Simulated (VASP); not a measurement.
Runs of VASP 6.6.1 on TaSi2. Symmetry: P6_422, No. 181, hexagonal system. Conventional cell: a = 4.784 Å, b = 4.784 Å, c = 6.570 Å, α = 90.00°, β = 90.00°, γ = 120.00°. Ta (site symmetry 222) has 10 Si at 2.61 to 2.83 Å as nearest neighbours. Si (site symmetry 2) is surrounded by 5 Si at 2.56 to 2.83 Å and 5 Ta at 2.61 to 2.83 Å. 

```tsv
level	U	gap on the mesh (eV)	pressure (GPa)	largest force (eV/Å)
PBEsol+U	Ta d U = 5 eV	none	5.2	0.12
PBEsol+U	Ta d U = 2 eV	none	0.8	(b)
PBEsol+U	Ta d U = 4 eV	none	(c)	0.09
PBEsol+U	Ta d U = 8 eV	none	10.1	0.20
PBEsol+U	Ta d U = 3 eV	none	2.3	0.07
PBEsol	-	none	-1.9	0.01
PBEsol+U	Ta d U = 6 eV	none	(a)	0.15
```

Alike in all rows: task single point; potentials or basis VASP PAW PBE potentials, release 64 (Ta_pv, Si); no spin polarisation; cell as given; k mesh 5 × 5 × 3; cutoff (eV) 520; smearing fermi-dirac 0.05 eV.

Task: Estimate the missing entries.

Result: (a) 6.8; (b) 0.04; (c) 3.7.

Caveats: the PAW data sets were made with another functional, which shifts forces and pressure a little; U without spin polarisation on a metal has little footing (some runs); the U is typed as a test and isn't derived for this compound (some runs).

A k mesh can miss the band edges, and the runs leave out spin-orbit coupling on Ta.

A gap of «none» marks a metal or a gap under the smearing width.
